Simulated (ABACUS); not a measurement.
**FeO (Wuestite): equation of state with PBE**

FeO (Wuestite):

```
CELL_PARAMETERS angstrom
0.00000 2.15540 2.15540
2.15540 0.00000 2.15540
2.15540 2.15540 0.00000
ATOMIC_POSITIONS crystal
Fe 0.00000 0.00000 0.00000
O 0.50000 0.50000 0.50000
```

* Program: ABACUS 3.10.1
* Task: equation of state
* Functional: PBE
* Potentials or basis: Ansatz NC PBE
* Cutoff: 1361 eV
* Density cutoff: 5442 eV
* Basis: DZP LCAO (the cutoffs set its grid)
* k mesh: 10 × 10 × 10
* Occupations: fermi-dirac, width 0.05 eV
* Spin: collinear spin, ferromagnetic start
* Starting moments: [3.0, 0.0] μB

```
Equilibrium volume                      : 10.01 Å³/atom
Bulk modulus                            : 185 GPa
Pressure derivative of the bulk modulus : 4.5 (rough: it moves with the points fitted)
```

Energy against volume, from the lowest point:
| volume (Å³/atom) | energy (meV/atom) |
| --- | --- |
| 9.413 | 20.79 |
| 9.813 | 0.03 |
| 10.214 | 0.00 |
| 10.614 | 16.62 |

All runs of the series together: 100 s on 4 threads of Intel(R) Xeon(R) Platinum 8488C (Sapphire Rapids) (shared host).

Caveat: the atomic orbitals were generated for these runs and aren't a published set; the basis of atomic orbitals isn't converged, which shifts pressures, moduli and gaps.
